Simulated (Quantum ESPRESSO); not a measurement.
The system is HfN.

```
Hf N
1.0
     0.00000    2.45482    2.45482
     2.45482    0.00000    2.45482
     2.45482    2.45482    0.00000
Hf N
1 1
Direct
  0.00000 0.00000 0.00000
  0.25000 0.25000 0.25000
```

The cell comes from a database or a generator and needn't be the stable form of this composition.

Base run:

| Quantity | Value |
| --- | --- |
| Program | Quantum ESPRESSO 7.5 |
| Functional | PBEsol |
| Potentials or basis | GBRV 1.5 PBEsol |
| Cutoff | 612 eV |
| Density cutoff | 4898 eV |
| k mesh | 9 × 9 × 9 |
| Occupations | fermi-dirac, width 0.05 eV |
| Spin | no spin polarisation |
| Hubbard terms | Hf d U = 4 eV |

Its results: band gap on the k mesh none (metal or under the smearing width); pressure 1.6 GPa.

The run is repeated on the same cell with these changes: hubbard terms from Hf d U = 4 eV to Hf d U = 6 eV. What comes out?

Band gap on the k mesh none (metal or under the smearing width); pressure 5.5 GPa.

Caveats: U without spin polarisation on a metal has little footing.
